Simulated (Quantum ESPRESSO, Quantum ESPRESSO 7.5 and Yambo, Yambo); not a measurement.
**A GW chain in Yambo: GaAs (F-43m)**

Wanted: ground state, empty states, screening and self-energy for GaAs (F-43m).

Calculated with Quantum ESPRESSO 7.5 and Yambo 5.3.0; PBE and many-body steps on it, plane waves.

**The experiments to reproduce.**

- Gap 1.51 eV: band-edge emission energy from PL (direct gap at Gamma); photoluminescence, 633 nm excitation; 77 K; bulk crystal (MBE GaAs matrix around a thin InAs wetting layer on semi-insulating GaAs (100)) (“Photoluminescence of InAs/GaAs quantum dots under direct two-photon excitation”, 2020, pmc:7331710).

- Gap 1.418 ± 0.005 eV: direct gap E0 at Gamma from PR; modulated photoreflectance, low-field lineshape fit; 300 K; bulk crystal (semi-insulating GaAs(001) reference substrate) (“Evidence of valence band perturbations in GaAsN/GaAs(001): A combined variable-angle spectroscopic ellipsometry and modulated photoreflectance investigation”, 2008, arxiv:0805.2212).

- Gap 1.42 eV: fundamental direct gap E0 at Gamma, seen as sharp points in Psi and Delta; spectroscopic ellipsometry; 300 K; bulk crystal (semi-insulating GaAs (100) substrate) (“Ellipsometric study of the Electronic Structure of GaMnAs and LT-GaAs”, 2004, arxiv:cond-mat/0404304).

- Gap 1.412 ± 0.01 eV: direct gap E0 at Gamma from ellipsometry; variable-angle spectroscopic ellipsometry, parametric critical-point fit; 300 K; bulk crystal (semi-insulating GaAs(001) reference substrate with native oxide) (“Evidence of valence band perturbations in GaAsN/GaAs(001): A combined variable-angle spectroscopic ellipsometry and modulated photoreflectance investigation”, 2008, arxiv:0805.2212).

This is a report of a sequence of runs, with most program output left out.

## Step 1: The structure

It takes space group F-43m (No. 216, cubic). The conventional cell has a = 5.654 Å, b = 5.654 Å, c = 5.654 Å, α = 90.00°, β = 90.00°, γ = 90.00°. Nearest to Ga lie 4 As at 2.45 Å. Nearest to As lie 4 Ga at 2.45 Å. Farther neighbours are not listed.

As a file:

```cif
data_structure
_symmetry_space_group_name_H-M 'F-43m'
_symmetry_Int_Tables_number 216
_cell_length_a 5.6537
_cell_length_b 5.6537
_cell_length_c 5.6537
_cell_angle_alpha 90.000
_cell_angle_beta 90.000
_cell_angle_gamma 90.000
_cell_volume 180.72
loop_
_atom_site_label
_atom_site_type_symbol
_atom_site_symmetry_multiplicity
_atom_site_Wyckoff_symbol
_atom_site_fract_x
_atom_site_fract_y
_atom_site_fract_z
_atom_site_occupancy
Ga1 Ga 4 a 0.00000 0.00000 0.00000 1
As1 As 4 d 0.25000 0.25000 0.75000 1
```

The cell and positions come from the Crystallography Open Database and are kept as given unless a step says otherwise.

## Step 2: Ground state

This step: Quantum ESPRESSO 7.5; DFT, PBE, plane waves, norm-conserving pseudopotentials.

The ground-state density comes first.

The input, pw.in:

```
&control
  calculation = 'scf'
  prefix = 'x'
  outdir = 'o'
  pseudo_dir = 'pseudo'
/
&system
  ibrav = 0
  nat = 2
  ntyp = 2
  ecutwfc = 104.0
  nbnd = 27
  force_symmorphic = .true.
/
&electrons
  conv_thr = 1e-10
  electron_maxstep = 80
  mixing_beta = 0.5
/
ATOMIC_SPECIES
  Ga 69.723 Ga.upf
  As 74.922 As.upf
CELL_PARAMETERS angstrom
  0.0000000000 2.8268500000 2.8268500000
  2.8268500000 0.0000000000 2.8268500000
  2.8268500000 2.8268500000 0.0000000000
ATOMIC_POSITIONS crystal
  Ga 0.0000000000 0.0000000000 0.0000000000
  As 0.2500000000 0.2500000000 0.2500000000
K_POINTS automatic
  6 6 6 0 0 0
```

Run with:

```sh
OMP_NUM_THREADS=1 mpirun -n 4 pw.x -nk 4 -in pw.in > pw.out
```

It took 13 s on 4 MPI ranks of Arm Neoverse V1, shared host; peak memory 0.34 GiB.

This step gave:

| Property | Result |
| --- | --- |
| total energy | -15064.4168 eV |
| gap | 0.5181 eV |
| k of the valence top | 0, 0, 0 |
| k of the conduction bottom | 0, 0, 0 |
| least direct gap | 0.5181 eV |

The gap is direct, at Γ.

## Step 3: Bands along the symmetry lines

Levels along a band path, at the cheap level, show where the edges lie and whether the meshes to come will hold them.

The input, pw.in:

```
&control
  calculation = 'bands'
  prefix = 'x'
  outdir = 'o'
  pseudo_dir = 'pseudo'
/
&system
  ibrav = 0
  nat = 2
  ntyp = 2
  ecutwfc = 104.0
  nbnd = 28
  force_symmorphic = .true.
/
&electrons
  conv_thr = 1e-9
  electron_maxstep = 80
  diago_full_acc = .true.
  diago_thr_init = 5e-6
/
ATOMIC_SPECIES
  Ga 69.723 Ga.upf
  As 74.922 As.upf
CELL_PARAMETERS angstrom
  0.0000000000 2.8268500000 2.8268500000
  2.8268500000 0.0000000000 2.8268500000
  2.8268500000 2.8268500000 0.0000000000
ATOMIC_POSITIONS crystal
  Ga 0.0000000000 0.0000000000 0.0000000000
  As 0.2500000000 0.2500000000 0.2500000000
K_POINTS crystal
  50
  0.00000000 0.00000000 0.00000000 1
  -0.06250000 -0.06250000 0.00000000 1
  -0.12500000 -0.12500000 0.00000000 1
  -0.18750000 -0.18750000 0.00000000 1
  -0.25000000 -0.25000000 0.00000000 1
  -0.31250000 -0.31250000 0.00000000 1
  -0.37500000 -0.37500000 0.00000000 1
  -0.43750000 -0.43750000 0.00000000 1
  -0.50000000 -0.50000000 0.00000000 1
  -0.48437500 -0.48437500 0.03125000 1
  -0.46875000 -0.46875000 0.06250000 1
  -0.45312500 -0.45312500 0.09375000 1
  -0.43750000 -0.43750000 0.12500000 1
  -0.42187500 -0.42187500 0.15625000 1
  -0.40625000 -0.40625000 0.18750000 1
  -0.39062500 -0.39062500 0.21875000 1
  -0.37500000 -0.37500000 0.25000000 1
  -0.37500000 0.00000000 0.37500000 1
  -0.32812500 0.00000000 0.32812500 1
  -0.28125000 0.00000000 0.28125000 1
  -0.23437500 0.00000000 0.23437500 1
  -0.18750000 0.00000000 0.18750000 1
  -0.14062500 0.00000000 0.14062500 1
  -0.09375000 0.00000000 0.09375000 1
  -0.04687500 0.00000000 0.04687500 1
  0.00000000 0.00000000 0.00000000 1
  0.00000000 0.00000000 0.06250000 1
  0.00000000 0.00000000 0.12500000 1
  0.00000000 0.00000000 0.18750000 1
  0.00000000 0.00000000 0.25000000 1
  0.00000000 0.00000000 0.31250000 1
  0.00000000 0.00000000 0.37500000 1
  0.00000000 0.00000000 0.43750000 1
  -0.00000000 -0.00000000 0.50000000 1
  -0.06250000 -0.03125000 0.46875000 1
  -0.12500000 -0.06250000 0.43750000 1
  -0.18750000 -0.09375000 0.40625000 1
  -0.25000000 -0.12500000 0.37500000 1
  -0.31250000 -0.15625000 0.34375000 1
  -0.37500000 -0.18750000 0.31250000 1
  -0.43750000 -0.21875000 0.28125000 1
  -0.50000000 -0.25000000 0.25000000 1
  -0.50000000 -0.28125000 0.21875000 1
  -0.50000000 -0.31250000 0.18750000 1
  -0.50000000 -0.34375000 0.15625000 1
  -0.50000000 -0.37500000 0.12500000 1
  -0.50000000 -0.40625000 0.09375000 1
  -0.50000000 -0.43750000 0.06250000 1
  -0.50000000 -0.46875000 0.03125000 1
  -0.50000000 -0.50000000 0.00000000 1
```

Wall time 7.9 s (4 MPI ranks); peak memory 0.27 GiB.

Numbers from this step:

| Item | Value |
| --- | --- |
| gap | 0.5181 eV |
| k of the valence top | 0, 0, 0 |
| k of the conduction bottom | 0, 0, 0 |
| least direct gap | 0.5181 eV |

The gap is 0.518 eV, as in the run before at this level.

The electronic bands at the labelled points (eV, zero at the top of the highest filled band):

```
    point  band 19  band 20  band 21  band 22  band 23  band 24  band 25  band 26
        Γ   -12.73     0.00     0.00     0.00     0.52     3.74     3.74     3.74
  halfway   -11.80    -4.09    -1.69    -1.69     1.99     3.27     6.62     6.62
        X   -10.22    -6.81    -2.68    -2.68     1.47     1.66    10.18    10.18
  halfway   -10.21    -6.77    -3.20    -2.57     1.66     2.57     9.21     9.42
        U   -10.26    -6.63    -3.86    -2.26     1.97     4.64     7.96     8.07
jump to K   -10.26    -6.63    -3.86    -2.26     1.97     4.64     7.96     8.07
  halfway   -11.71    -4.56    -2.44    -0.68     2.69     4.77     4.81     5.65
        Γ   -12.73     0.00     0.00     0.00     0.52     3.74     3.74     3.74
  halfway   -12.03    -4.14    -0.68    -0.68     1.45     4.60     4.60     5.96
        L   -10.96    -6.63    -1.14    -1.14     1.00     4.64     4.64     7.76
  halfway   -10.62    -6.48    -3.22    -1.94     3.03     4.17     6.35     7.70
        W   -10.17    -6.63    -3.53    -3.34     4.62     4.73     5.42     6.05
  halfway   -10.20    -6.73    -3.14    -3.04     2.56     2.76     8.15     8.36
        X   -10.22    -6.81    -2.68    -2.68     1.47     1.66    10.18    10.18
```

## Step 4: Empty states on the mesh, 4×4×4 mesh, 187 bands

The sums over transitions need many empty states on a uniform mesh; this step solves for them.

The input, pw.in:

```
&control
  calculation = 'nscf'
  prefix = 'x'
  outdir = 'o'
  pseudo_dir = 'pseudo'
/
&system
  ibrav = 0
  nat = 2
  ntyp = 2
  ecutwfc = 104.0
  nbnd = 187
  force_symmorphic = .true.
/
&electrons
  conv_thr = 1e-9
  electron_maxstep = 80
  diago_full_acc = .true.
  diago_thr_init = 5e-6
/
ATOMIC_SPECIES
  Ga 69.723 Ga.upf
  As 74.922 As.upf
CELL_PARAMETERS angstrom
  0.0000000000 2.8268500000 2.8268500000
  2.8268500000 0.0000000000 2.8268500000
  2.8268500000 2.8268500000 0.0000000000
ATOMIC_POSITIONS crystal
  Ga 0.0000000000 0.0000000000 0.0000000000
  As 0.2500000000 0.2500000000 0.2500000000
K_POINTS automatic
  4 4 4 0 0 0
```

Wall time 20 s (4 MPI ranks); peak memory 0.56 GiB.

This step gave:

```yaml
gap: 0.5181 eV
k_of_the_valence_top: 0, 0, 0
k_of_the_conduction_bottom: 0, 0, 0
least_direct_gap: 0.5181 eV
k_points_computed: 8
lowest_point_of_the_top_converged_band_above_the_valence_top: 127.2009 eV
```

On this mesh the gap is 0.518 eV.

## Step 5: Conversion and set-up

This step: Yambo 5.3.0; conversion and set-up on PBE, plane waves, norm-conserving pseudopotentials.

The states are converted to the many-body program's format and the q mesh is built.

Run with:

```sh
(cd o/x.save; p2y > p2y.log; mv SAVE ../..); yambo > setup.log
```

It took 3.2 s on 1 MPI rank; peak memory 0.26 GiB.

## Step 6: Screening and self-energy, 4×4×4 mesh, 187 bands, screening to 231.3 eV

G0W0 replaces the xc potential by the self-energy, built once from these orbitals. Only a window of levels is corrected, while the sums run over the empty bands that the input names.

This step: G0W0 on PBE, plane waves, norm-conserving pseudopotentials.

The input, gw1.in:

```
HF_and_locXC
gw0
dyson
ppa
em1d
rim_cut
RandQpts= 1000000
RandGvec= 1 RL
EXXRLvcs= 104 Ry
VXCRLvcs= 416 Ry
Chimod= "HARTREE"
% BndsRnXp
 1 | 187 |
%
NGsBlkXp= 17 Ry
% LongDrXp
 1 | 1 | 1 |
%
% GbndRnge
 1 | 187 |
%
DysSolver= "n"
ExtendOut
PPAPntXp= 27.21138 eV
% QPkrange
 1 | 1 | 21 | 24 |
%
```

Run with:

```sh
OMP_NUM_THREADS=1 mpirun -n 4 yambo -F gw1.in -J gw1 -C gw1 > gw1.log
```

Elapsed: 6.3 min, on 4 MPI ranks; peak memory 2.2 GiB.

Numbers from this step:

```yaml
g0w0_gap_on_the_points_computed: 1.147 eV
starting_gap_on_the_mesh: 0.5181 eV
k_of_the_valence_top: 0, 0, 0
k_of_the_conduction_bottom: 0, 0, 0
least_direct_g0w0_gap_on_the_computed_points: 1.147 eV
z_at_the_valence_top: 0.7950
z_at_the_conduction_bottom: 0.7982
```

The gap on the mesh goes from 0.52 eV to 1.15 eV, a correction of +0.63 eV.

Limits: finite bands, cutoff and mesh; no spin-orbit coupling; coarse k mesh. v1 is the top filled band, c1 the lowest empty one. The levels before and after the correction (eV, zero at the valence-band top of each column):

|  | conduction bottom | valence top |
| --- | --- | --- |
| Kohn-Sham | 0.52 | 0.00 |
| G0W0 | 1.15 | 0.00 |

|  | level | energy (eV) |
| --- | --- | --- |
| Kohn-Sham | Γ v2-v1 | 0.000 |
| Kohn-Sham | Γ c1 | 0.518 |
| Kohn-Sham | Γ c2 | 3.737 |
| G0W0 | Γ v2-v1 | 0.000 |
| G0W0 | Γ c1 | 1.147 |
| G0W0 | Γ c2 | 4.321 |

## Step 7: Where the time went

Times are wall times on the hardware named with each run, good to a factor of about two.

```
                          step     time  share  memory (GiB)
                  ground state     13 s    3 %          0.34
bands along the symmetry lines    7.9 s    2 %          0.27
      empty states on the mesh     20 s    5 %          0.56
         conversion and set-up    3.2 s    1 %          0.26
     screening and self-energy  6.3 min   89 %           2.2
```

## Step 8: Summary of results

```json
{
  "PBE gap": "0.52 eV, direct",
  "G0W0 gap on the mesh": "1.15 eV",
  "GW settings": "4×4×4 mesh, 187 bands, screening to 231.3 eV, Godby-Needs plasmon pole",
  "known limits": "not at the basis limit; no spin-orbit coupling; coarse k mesh"
}
```

In words: G0W0 moves the gap on the mesh from 0.52 eV to 1.15 eV (+0.63 eV), with Z of 0.79 and 0.80 at the edges. Only 1 of the mesh's irreducible points was corrected, so a valley elsewhere could overtake. The dearest step here is «screening and self-energy». Against experiment, by G0W0@PBE: the direct gap of 1.15 eV lies −0.36 eV from the measured 1.51 eV (exciton, 77 K, 2020); the direct gap of 1.15 eV lies −0.27 eV from the measured 1.418 ± 0.005 eV (direct, 300 K, 2008); the direct gap of 1.15 eV lies −0.27 eV from the measured 1.42 eV (direct, 300 K, 2004); the direct gap of 1.15 eV lies −0.26 eV from the measured 1.412 ± 0.01 eV (direct, 300 K, 2008). An exciton line or allowed optical edge lies below the quasiparticle gap by the binding energy; a forbidden edge can push the onset above it. The calculation has static nuclei and no excitons; a measured gap holds zero-point and thermal motion, which mostly lowers it. Bands and cutoff are finite, so the gap is not at the basis limit. The miss can reach some tenths of an eV and take either sign; the mesh is an error of its own. In the G0W0 run levels were corrected at 1 k point alone, so a gap called «on the mesh» is the least over those, and an edge elsewhere would be missed. The 4×4×4 mesh is coarse for this cell, which bears on the long-range parts of exchange and screening. The many-body steps are scalar-relativistic: spin-orbit coupling is not in them.

[Paths, hosts, dates, memory and timing lines, banners, echoed tables and standing remarks are left out of the program output.]

[Logs are printed without paths, hosts, clocks, repeated set-up lines and the standing remarks that a program may print on its own settings, such as how far it seeks lower states.]

[Runs of the session that timed out or met a known fault of the program may be left out.]

[Hosts, paths, dates, database ids (printed as entryN), source tags and the programs' standing remarks are cut or masked in the printed files.]
